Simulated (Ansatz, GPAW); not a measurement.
One calculation of TaN, 3 ways

```
CELL_PARAMETERS angstrom
0.00000 2.21132 2.21132
2.21132 0.00000 2.21132
2.21132 2.21132 0.00000
ATOMIC_POSITIONS crystal
Ta 0.50000 0.50000 0.50000
N 0.00000 0.00000 0.00000
```

The cell comes from a database or a generator and needn't be the stable form of this composition.

Alike in all runs: task single point; functional PBE; k mesh 10 × 10 × 10; occupations gaussian, width 0.011 eV; no spin polarisation; no spin-orbit coupling. A missing gap at this level doesn't show that the real crystal is a metal. Pressure is positive in compression and, in plane waves, holds the error of the finite cutoff, which Ansatz's Pulay term estimates and takes out.

| program and potentials | plane-wave cutoff (eV) | notes | band gap (eV) | pressure (GPa) |
| --- | --- | --- | --- | --- |
| Ansatz, Ansatz PAW | 420 | Pulay term of +0.49 GPa included | no gap | -1.37 |
| GPAW, GPAW PAW data sets (gpaw-data 1.2.1) | 800 | - | no gap | -1.58 |
| Ansatz, all-electron LAPW, scalar-relativistic | - | - | no gap | -1.21 |

None finds a gap. The pressure spans -1.58 (GPAW, GPAW PAW data sets (gpaw-data 1.2.1)) to -1.21 GPa (Ansatz, all-electron LAPW, scalar-relativistic), with all-electron results at -1.21.

The functional is the same throughout but for its coding, so the spread measures potentials, basis and numerics; runs on potential files found faulty are left out.

All three calculations give rocksalt TaN without a gap, in line with the known metallic character of this phase. In the ionic limit, nitrogen takes three electrons from tantalum and leaves a formal d² configuration. The filled bonding bands are mainly N 2p with Ta 5d admixture, while the two remaining electrons partly occupy the Ta t2g-derived bands, which overlap and place the Fermi level within them. Strong Ta–N covalency modifies this ionic count but doesn't remove the partly filled d manifold.

The negative pressure in every run means that the cell is slightly expanded relative to its PBE equilibrium volume and would contract on relaxation. Both PAW treatments give a somewhat stronger tendency to contract than the all-electron calculation, but the sign is unaffected. Because transition-metal nitrides of this type are very stiff, the differences in pressure probably correspond to only minor changes in the equilibrium lattice parameter. A single volume doesn't, however, determine the bulk modulus.
